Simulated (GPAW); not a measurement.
Runs of GPAW 26.7.0 on Si. The structure is hexagonal, space group P6/mmm (No. 191). Conventional cell: a = 2.621 Å, b = 2.621 Å, c = 2.466 Å, α = 90.00°, β = 90.00°, γ = 120.00°. Si (site symmetry 6/mmm) is surrounded by 8 Si at 2.47 to 2.62 Å. This isn't the form of Si at room conditions, which is diamond.

```csv
task,level,potentials or basis,cell,eigensolver,band path,band points,optimizer,fmax,gap on the mesh (eV),pressure (GPa),relaxed volume (Å³/atom)
band structure,BLYP,"PAW data sets generated in the run's folder for this functional, pw",as given,davidson,"GMKGALHA,LM,KH",80,-,-,-,10.7,-
relaxation of cell and atoms,BLYP,"PAW data sets generated in the run's folder for this functional, pw",relaxed,davidson,-,-,FIRE,0.01 eV/Å,none,0.0,16.35
relaxation of cell and atoms,PBEsol,"PAW data sets generated in the run's folder for this functional, pw",relaxed to 2 GPa,-,-,-,BFGS,0.02 eV/Å,none,2.0,-
relaxation of cell and atoms,PBEsol,"PAW data sets generated in the run's folder for this functional, pw",relaxed,-,-,-,BFGS,0.02 eV/Å,none,-0.1,14.79
relaxation of cell and atoms,RPBE+D4,"the program's PAW data sets (release 1.2.1) made for this functional, pw",relaxed,-,-,-,FIRE,0.02 eV/Å,none,-0.1,14.15
relaxation of cell and atoms,PBEsol,"PAW data sets generated in the run's folder for this functional, pw",relaxed to 30 GPa,-,-,-,BFGS,0.02 eV/Å,none,30.0,-
relaxation of cell and atoms,PBEsol,"PAW data sets generated in the run's folder for this functional, pw",relaxed to 10 GPa,-,-,-,BFGS,0.02 eV/Å,none,10.0,-
relaxation of cell and atoms,PBEsol,"PAW data sets generated in the run's folder for this functional, pw",relaxed to 20 GPa,-,-,-,BFGS,0.02 eV/Å,none,20.0,-
relaxation of cell and atoms,RPBE+D3(BJ),"the program's PAW data sets (release 1.2.1) made for this functional, pw",relaxed,-,-,-,BFGS,0.05 eV/Å,none,-0.2,12.65
relaxation of cell and atoms,PBEsol+D4,"PAW data sets generated in the run's folder for this functional, pw",relaxed,-,-,-,LBFGS,0.02 eV/Å,none,0.0,(a)
relaxation of cell and atoms,revPBE,"the program's PAW data sets (release 1.2.1) made for this functional, pw",relaxed,-,-,-,LBFGS,0.01 eV/Å,none,0.0,(b)
relaxation of cell and atoms,PBEsol,"PAW data sets generated in the run's folder for this functional, pw",relaxed to 5 GPa,-,-,-,BFGS,0.02 eV/Å,none,5.2,-
```

Alike in all rows: no spin polarisation; k mesh 12 × 12 × 11; cutoff (eV) 600; smearing fermi-dirac 0.05 eV.

Fill in the values left out.

(a) 14.46; (b) 15.26.

Caveats: later steps reuse the first step's grids (some runs); pairwise dispersion overbinds metals, which lowers pressure and volume (some runs); the volume moved by over 15 % at a fixed basis, so the end points are rough (some runs).

A gap of «none» marks a metal or a gap under the smearing width.

Runs at the PBE level aren't shown here.
